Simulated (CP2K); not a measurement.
# Tl under changes of volume

One of the cells (30.026 Å³/atom); the others are scaled copies at fixed shape and fractional positions:

```xyz
4
Lattice="3.5086 0.0000 0.0000 -1.7543 3.0386 0.0000 0.0000 0.0000 11.2656" Properties=species:S:1:pos:R:3 pbc="T T T"
Tl    1.7543    1.0129    8.4492
Tl    0.0000    0.0000    5.6328
Tl    0.0000    2.0257    2.8164
Tl    0.0000    0.0000    0.0000
```

| Item | Value |
| --- | --- |
| Program | CP2K 2026.2 |
| Functional | PBEsol |
| Potentials or basis | POTENTIAL_UZH Tl GTH-PBE-q13; TZVP-MOLOPT-PBE-GTH basis |
| Density cutoff | 6123 eV |
| k mesh | 9 × 9 × 3 |
| Occupations | fermi-dirac, width 0.05 eV |
| Spin | no spin polarisation |

| volume (Å³/atom) | energy over the lowest point (meV/atom) | pressure (GPa) |
| --- | --- | --- |
| 28.225 | 0.43 | 0.5 |
| 28.825 | 0.00 | -0.3 |
| 29.426 | ? | ? |
| 30.026 | 7.28 | -1.6 |
| 30.627 | 14.29 | -2.1 |
| 31.227 | 23.18 | -2.6 |
| 31.828 | 33.69 | -3.0 |

What does the run at 29.426 Å³/atom give?

Energy over the lowest point 2.41 meV/atom; pressure -1.0 GPa.

Worked out: A Birch-Murnaghan fit of order 3 (a polynomial in V^(-2/3)) to the other rows has its minimum at 28.61 Å³/atom with B0 = V·E''(V) = 38 GPa and B' = 5.5 at fixed shape and positions, which overstates the stiffness. It gives 2.41 meV/atom at 29.426 Å³/atom, against the run's 2.41, and -dE/dV = -1.0 GPa, against -1.0.

Energies are extrapolated to zero smearing.

Caveats: the potentials were made for another functional, which shifts forces and pressure; the basis of atomic orbitals isn't converged, which shifts pressures, moduli and gaps.
